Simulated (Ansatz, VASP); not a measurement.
# Pb in VASP and in Ansatz

Contents of INCAR:

```
PREC = Accurate
ENCUT = 520
EDIFF = 1E-8
ISMEAR = -1
SIGMA = 0.05
LREAL = False
LASPH = True
NELM = 60
ALGO = Normal
ISIF = 2
LWAVE = False
LCHARG = False
GGA = PS
LEFG = True
NBANDS = 13
```

Contents of KPOINTS:

```
Automatic mesh
0
Gamma
  13 13 13
```

POSCAR

```
Pb
1.0
    0.0000000000      2.4947547435      2.4947547435
    2.4947547435      0.0000000000      2.4947547435
    2.4947547435      2.4947547435      0.0000000000
Pb
1
Direct
    0.0000000000      0.0000000000      0.0000000000
```

Input for Ansatz:

```yaml
crystal:
  lattice:
    - [0.0, 2.4947547435, 2.4947547435]
    - [2.4947547435, 0.0, 2.4947547435]
    - [2.4947547435, 2.4947547435, 0.0]
  atoms:
    - { symbol: Pb, position: [0.0, 0.0, 0.0] }
kpoints:
  mp_grid: { grid: [13, 13, 13] }
  band_path:
    path:
      - [0.0, 0.0, 0.0]
      - [0.5, 0.0, 0.5]
      - [0.625, 0.25, 0.625]
      - [0.375, 0.375, 0.75]
      - [0.0, 0.0, 0.0]
      - [0.5, 0.5, 0.5]
      - [0.5, 0.25, 0.75]
      - [0.5, 0.0, 0.5]
    npoints: 5
scf:
  occupations: { method: fermi_dirac, width: 0.05 }
hamiltonian:
  xc: pbesol
  pseudopotentials: { kind: paw }
output:
  forces: true
  stress: true
  eigenvalues: true
  efg: { contact_densities: true }
  write_density: true
  write_potential: true
  elf: true
  volumetric_format: npy
```

Alike in both runs: task electric field gradients; functional PBEsol; k mesh 13 × 13 × 13; occupations fermi-dirac, width 0.05 eV; no spin polarisation.

|  | VASP | Ansatz |
| --- | --- | --- |
| version | VASP 6.6.1 | Ansatz 0.2.0 |
| potentials or method | VASP PAW PBE potentials, release 64 (Pb_d) | PAW with Ansatz's default frozen-core files, scalar-relativistic |
| plane-wave cutoff (eV) | 520 | 420 |
| valence electrons in the cell | 14 | 14 |

```tsv
	VASP	Ansatz	Ansatz less VASP
pressure (GPa)	-1.5	-1.5	+0.07
Vzz of the field gradient on the site that differs most (V/Å²)	0.0	0.0	0.00
```

Ansatz warned: «gradients_without_spin_orbit».

Caveats: the PAW data sets were made with another functional, which shifts forces and pressure a little (VASP). Spin-orbit coupling is left out, which matters for the levels of Pb.
